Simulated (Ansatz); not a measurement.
Here is an Ansatz 0.2.0 calculation.

Contents of input.yaml:

```yaml
crystal:
  lattice:
    - [3.36325, -2.32255, 0.0]
    - [3.36325, 2.32255, 0.0]
    - [0.0, 0.0, 8.7023]
  atoms:
    - { symbol: Br, position: [0.3651, 0.6349, 0.3901] }
    - { symbol: Br, position: [0.1349, 0.8651, 0.8901] }
    - { symbol: Br, position: [0.6349, 0.3651, 0.6099] }
    - { symbol: Br, position: [0.8651, 0.1349, 0.1099] }
hamiltonian:
  xc: pbesol
  pseudopotentials: { kind: paw }
kpoints:
  mp_grid: { grid: [7, 7, 3] }
  band_path:
    path:
      - [[0.0, 0.0, 0.0], [0.3692207505, -0.3692207505, 0.0], [0.0, -0.5, 0.0], [0.0, -0.5, -0.5], [0.3692207505, -0.3692207505, -0.5], [0.0, 0.0, -0.5], [0.0, 0.0, 0.0], [-0.5, -0.5, 0.0], [-0.3692207505, -0.6307792495, 0.0], [-0.3692207505, -0.6307792495, -0.5], [-0.5, -0.5, -0.5], [-0.5, -0.5, 0.0]]
      - [[0.0, 0.0, -0.5], [-0.5, -0.5, -0.5]]
    npoints: 14
scf:
  occupations: { method: fermi_dirac, width: 0.05 }
  n_extra_bands: 10
output:
  forces: true
  stress: true
  eigenvalues: true
  fatbands: false
```

Potentials or basis: Ansatz PAW.

Run with:

```bash
$ ansatz run input.yaml --threads 2 --pin off --max-ram 5632MiB --backend cpu --events-out ev --progress --plain --runs-dir out
```

Estimate the pressure.

0.1 GPa.

Predict the band gap on the k mesh.

1.84 eV, indirect (least direct gap 1.86 eV).

What does it give for the largest force?

0.722 eV/Å.

Stress tensor (GPa, compression positive):
```
 0.04  0.00  0.00
 0.00 -0.51  0.00
 0.00  0.00  0.79
```

Caveat: the PAW data sets come from PBE, with cores solved anew for the run's functional, which leaves a small shift of forces and pressure. Expect the measured gap to be larger: semilocal functionals such as PBEsol lack the derivative discontinuity.
